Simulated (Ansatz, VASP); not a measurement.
# Re in VASP and in Ansatz

```
Re
1.0
    10.10000    0.00000    0.00000
     0.00000    9.30000    0.00000
     0.00000    0.00000    3.19155
Re
2
Direct
  0.42287 0.50000 0.00000
  0.57713 0.50000 0.50000
```

Alike in both runs: functional PBE; k mesh 1 × 1 × 15; occupations gaussian, width 0.05 eV; collinear spin.

Ansatz relaxed the structure, and its values are those at the end. VASP's run is a single point on that final structure, the one shown.

```csv
,VASP,Ansatz
version,VASP 6.6.1,Ansatz 0.2.0
potentials or method,"VASP PAW PBE potentials, release 64 (Re)","scalar-relativistic, plane waves, PAW"
plane-wave cutoff (eV),520,420
valence electrons in the cell,14,30
```

```tsv
	VASP	Ansatz	Ansatz less VASP
gap on the k mesh at the Fermi level (eV)	none	none	-
rms of the force components (eV/Å)	0.279	0.001	-0.2777
net moment per atom (μB)	0.47	0.06	-0.410
size of the moment on the site where the two differ most (μB)	0.34	0.03	-0.308
```

The net moments differ so much that the two runs ended in different magnetic states, which moves the other rows too. Site moments also hang on the region over which each program counts them. A gap of «none» marks a metal or a gap that the smearing closes. The two sets of potentials don't hold the same shells in valence. Ansatz warned: «seeded_moment_not_kept».

Spin-orbit coupling is left out, which matters for the levels of Re.
